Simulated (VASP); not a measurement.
# WS₂, energy to pull the layers apart: which settings are enough?

WS₂, P6_3/mmc (no. 194), 6 atoms in the cell. RevPBE with D2; PAW potentials W_sv, S (PBE set). VASP 6.6.1.

Wanted: separation energy at the given spacing within 0.2 meV/Å²; stress along the normal within 0.05 GPa.

The series start from Width added to each gap for the separated layers (Å): 8; ENCUT (eV): 520; k spacing (1/Å): 0.4; PREC: Accurate; LASPH: yes; EDIFF (eV): 1e-7; VDW_RADIUS (Å): 50; LVDW_EWALD: no; ALGO: Normal. Each series keeps the choices made before it, and each single choice may use up half of a tolerance. Times cover all steps of a run.

## Width added to each gap for the separated layers (Å)

| Width added to each gap for the separated layers (Å) | Separation energy at the given spacing (meV/Å²) | Stress along the normal (GPa) | Time (s) |
|---|---|---|---|
| 3 | 37.00 | -1.007 | 20 |
| 5 | 42.35 | -1.007 | 24 |
| 8 | 44.87 | -1.007 | 28 |
| 12 | 45.85 | -1.007 | 37 |
| 16 (reference) | 46.17 | -1.007 | 45 |

Chosen: 16; the next looser run is off by more than half of the tolerance, so convergence isn't shown beyond this value.

## ENCUT (eV)

| ENCUT (eV) | Separation energy at the given spacing (meV/Å²) | Stress along the normal (GPa) | Time (s) |
|---|---|---|---|
| 300 | 46.26 | -1.499 | 20 |
| 350 | 46.19 | -1.102 | 28 |
| 400 | 46.19 | -1.006 | 38 |
| 450 | 46.18 | -1.018 | 41 |
| 520 | 46.17 | -1.007 | 45 |
| 600 | 46.17 | -0.963 | 73 |
| 700 | 46.17 | -0.952 | 79 |
| 800 (reference) | 46.18 | -0.959 | 106 |

Chosen: 600, the loosest value from which every tighter one stays within half of the tolerance.

## k spacing (1/Å)

| k spacing (1/Å) | Separation energy at the given spacing (meV/Å²) | Stress along the normal (GPa) | Time (s) |
|---|---|---|---|
| 0.8 | 42.10 | -1.625 | 47 |
| 0.55 | 44.80 | -0.672 | 63 |
| 0.4 | 46.17 | -0.963 | 73 |
| 0.3 | 46.09 | -0.985 | 88 |
| 0.22 (reference) | 46.09 | -0.988 | 117 |

Chosen: 0.4.

## PREC

| PREC | Separation energy at the given spacing (meV/Å²) | Stress along the normal (GPa) | Time (s) |
|---|---|---|---|
| Low | 46.21 | -0.946 | 25 |
| Normal | 46.17 | -0.964 | 33 |
| Accurate (reference) | 46.17 | -0.963 | 73 |

Chosen: Low.

## LASPH

| LASPH | Separation energy at the given spacing (meV/Å²) | Stress along the normal (GPa) | Time (s) |
|---|---|---|---|
| no | 46.21 | -0.977 | 22 |
| yes (reference) | 46.21 | -0.946 | 25 |

Chosen: yes; the one before it in the list is off by more than half of the tolerance.

## EDIFF (eV)

| EDIFF (eV) | Separation energy at the given spacing (meV/Å²) | Stress along the normal (GPa) | Time (s) |
|---|---|---|---|
| 0.0001 | 46.28 | -0.742 | 16 |
| 1e-5 | 46.21 | -0.951 | 21 |
| 1e-6 | 46.21 | -0.945 | 23 |
| 1e-7 (reference) | 46.21 | -0.946 | 25 |

Chosen: 1e-5.

## VDW_RADIUS (Å)

| VDW_RADIUS (Å) | Separation energy at the given spacing (meV/Å²) | Stress along the normal (GPa) | Time (s) |
|---|---|---|---|
| 10 | 38.51 | -0.433 | 22 |
| 15 | 43.86 | -0.794 | 21 |
| 25 | 45.80 | -0.920 | 22 |
| 35 | 46.09 | -0.943 | 22 |
| 50 | 46.21 | -0.951 | 21 |
| 70 (reference) | 46.25 | -0.954 | 25 |

Chosen: 50.

## LVDW_EWALD

| LVDW_EWALD | Separation energy at the given spacing (meV/Å²) | Stress along the normal (GPa) | Time (s) |
|---|---|---|---|
| no | 46.21 | -0.951 | 21 |
| yes | 46.27 | -0.955 | 21 |

Chosen: no; no other choice that stays within half of the tolerance saves 30 % of the time.

## ALGO

| ALGO | Separation energy at the given spacing (meV/Å²) | Stress along the normal (GPa) | Time (s) |
|---|---|---|---|
| Normal | 46.21 | -0.951 | 21 |
| Fast | 46.21 | -0.892 | 24 |
| All | 46.21 | -0.950 | 26 |

Chosen: Normal.

## All choices together

| Input | Separation energy at the given spacing (meV/Å²) | Stress along the normal (GPa) | Time (s) |
|---|---|---|---|
| program defaults, coarse mesh (naive) | 41.17 | -2.732 | 3.0 |
| chosen settings | 46.21 | -0.951 | 21 |
| reference settings throughout | 46.14 | -0.986 | 181 |

The chosen settings stay within the tolerance of the reference run, but the reference itself isn't shown to be converged in: Width added to each gap for the separated layers (Å).

## The input

INCAR:
```
SYSTEM = WS2
  ALGO = Normal
  EDIFF = 1E-5
  ENCUT = 600
  GGA = RE
  GGA_COMPAT = .FALSE.
  ISIF = 2
  ISMEAR = 0
  IVDW = 1
  KPAR = 4
  LASPH = .TRUE.
  LCHARG = .FALSE.
  LREAL = .FALSE.
  LWAVE = .FALSE.
  NELM = 150
  PREC = Low
  SIGMA = 0.02
  VDW_RADIUS = 50.0
```

KPOINTS.step1:
```
Automatic mesh
0
Gamma
  6 6 2
  0 0 0
```

KPOINTS.step2:
```
Automatic mesh
0
Gamma
  6 6 1
  0 0 0
```

POSCAR.step1:
```
WS2
1.0
    3.1800000000      0.0000000000      0.0000000000
   -1.5900000000      2.7539607840      0.0000000000
    0.0000000000      0.0000000000     12.5000000000
W S
2 4
Direct
    0.6666666670      0.3333333330      0.7500000000
    0.3333333330      0.6666666670      0.2500000000
    0.6666666670      0.3333333330      0.3750000000
    0.3333333330      0.6666666670      0.8750000000
    0.6666666670      0.3333333330      0.1250000000
    0.3333333330      0.6666666670      0.6250000000
```

POSCAR.step2:
```
WS2
1.0
    3.1800000000      0.0000000000      0.0000000000
   -1.5900000000      2.7539607840      0.0000000000
    0.0000000000      0.0000000000     44.5000000000
W S
2 4
Direct
    0.6666666670      0.3333333330      0.5702247190
    0.3333333330      0.6666666670      0.0702247190
    0.6666666670      0.3333333330      0.1053370790
    0.3333333330      0.6666666670      0.6053370790
    0.6666666670      0.3333333330      0.0351123600
    0.3333333330      0.6666666670      0.5351123600
```

Commands (each step's output is kept before the next begins):
```
cat potpaw_PBE.64/W_sv/POTCAR potpaw_PBE.64/S/POTCAR > POTCAR
cp KPOINTS.step1 KPOINTS
cp POSCAR.step1 POSCAR
mpirun -np 4 vasp_std > vasp.out
rm WAVECAR CHG
cp KPOINTS.step2 KPOINTS
cp POSCAR.step2 POSCAR
mpirun -np 4 vasp_std > vasp.out
```

The chosen input took VASP 6.6.1 21 s on 4 cores (Intel Xeon 6975P-C (Granite Rapids)), a shared host.

## An input that fails: ENCUT 150

It runs to its end, but against the unchanged starting input it is off by 2.54 meV/Å² in the separation energy at the given spacing, 41.246 GPa in the stress along the normal.

Changes against the starting input:
```
(all steps)
- ENCUT = 520
+ ENCUT = 150
```
